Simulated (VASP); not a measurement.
A run of VASP 6.6.1 is set up as follows.

The input POSCAR:

```
GaN
1.0
    3.1800000000      0.0000000000      0.0000000000
   -1.5900000000      2.7539607840      0.0000000000
    0.0000000000      0.0000000000      5.1660000000
Ga N
2 2
Direct
    0.6666666667      0.3333333333      0.5000000000
    0.3333333333      0.6666666667      0.0000000000
    0.6666666667      0.3333333333      0.8750000000
    0.3333333333      0.6666666667      0.3750000000
```

INCAR.step1

```
SYSTEM = GaN
PREC = Accurate
ENCUT = 600
EDIFF = 1E-8
ISMEAR = -1
SIGMA = 0.05
LREAL = .FALSE.
LASPH = .TRUE.
NELM = 80
ALGO = Fast
ISIF = 3
LWAVE = .FALSE.
LCHARG = .FALSE.
GGA = PS
IBRION = 2
NSW = 40
EDIFFG = -0.002
```

File INCAR.step2:

```
SYSTEM = GaN
PREC = Accurate
ENCUT = 600
EDIFF = 1E-8
ISMEAR = -1
SIGMA = 0.05
LREAL = .FALSE.
LASPH = .TRUE.
NELM = 80
ALGO = Fast
ISIF = 2
LWAVE = .FALSE.
LCHARG = .FALSE.
GGA = PS
IBRION = 8
NSW = 1
```

KPOINTS

```
Automatic mesh
0
G
  7 7 4
  0 0 0
```

Potentials or basis: VASP PAW PBE potentials, release 64 (Ga_d, N).

Run with:

```sh
$ cat potpaw_PBE.64/Ga_d/POTCAR potpaw_PBE.64/N/POTCAR > POTCAR
$ cp INCAR.step1 INCAR
$ mpirun -np 1 vasp_std > vasp.out
$ cp CONTCAR POSCAR
$ cp INCAR.step2 INCAR
$ mpirun -np 1 vasp_std > vasp.out
```

Task: Estimate the highest phonon frequency at Γ, LO-TO splitting left out.

Result: 679 cm⁻¹.

Task: What does it give for the relaxed cell?

Result: a = 3.180 Å, b = 3.180 Å, c = 5.182 Å, α = 90.00°, β = 90.00°, γ = 120.00°.

Task: Estimate the relaxed volume.

Result: 11.35 Å³/atom.

Task: Estimate the space group after relaxing (to 0.05 Å).

Result: P6_3mc (No. 186).

Step by step:
| step | energy change (eV) | largest force (eV/Å) | pressure (GPa) | volume (Å³) |
| --- | --- | --- | --- | --- |
| 1 | 0.0000 | 0.1310 | 0.63 | 45.24 |
| 2 | -0.0005 | 0.0873 | -0.55 | 45.53 |
| 3 | -0.0019 | 0.0093 | -0.02 | 45.40 |
| 4 | -0.0019 | 0.0116 | -0.01 | 45.39 |
| 5 | -0.0019 | 0.0054 | 0.02 | 45.39 |
| 6 | -0.0019 | 0.0016 | 0.04 | 45.38 |
| 7 | -0.0019 | 0.0008 | -0.04 | 45.40 |
| 8 | -0.0019 | 0.0006 | 0.00 | 45.39 |

Caveat: the PAW data sets were made with another functional, which shifts forces and pressure a little.
